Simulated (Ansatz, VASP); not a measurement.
# Al: VASP beside Ansatz

```xyz
1
Lattice="0.0000 2.0248 2.0248 2.0248 0.0000 2.0248 2.0248 2.0248 0.0000" Properties=species:S:1:pos:R:3 pbc="T T T"
Al    0.0000    0.0000    0.0000
```

Alike in both runs: task relaxation of cell and atoms; functional PBEsol; k mesh 18 × 18 × 18; occupations gaussian, width 0.1 eV; no spin polarisation.

|  | VASP | Ansatz |
| --- | --- | --- |
| version | VASP 6.6.1 | Ansatz 0.2.0 |
| potentials or method | VASP PAW PBE potentials, release 64 (Al) | scalar-relativistic, plane waves, PAW |
| plane-wave cutoff (eV) | 600 | 420 |
| valence electrons in the cell | 3 | 3 |

Ansatz gave:

```
gap on the k mesh at the Fermi level, each at its own relaxed structure (eV) : none
relaxed volume (Å³/atom)                                                     : 16.18
relaxed cell length with the largest relative difference (Å)                 : 2.839
energy change over the relaxation (meV/atom)                                 : -3
```

Task: What did VASP give for the same quantities?

Result: gap on the k mesh at the Fermi level, each at its own relaxed structure (eV): none; relaxed volume (Å³/atom): 16.19; relaxed cell length with the largest relative difference (Å): 2.840; energy change over the relaxation (meV/atom): -2.

A gap of «none» marks a metal or a gap that the smearing closes.

Caveats: the PAW data sets were made with another functional, which shifts forces and pressure a little (VASP).
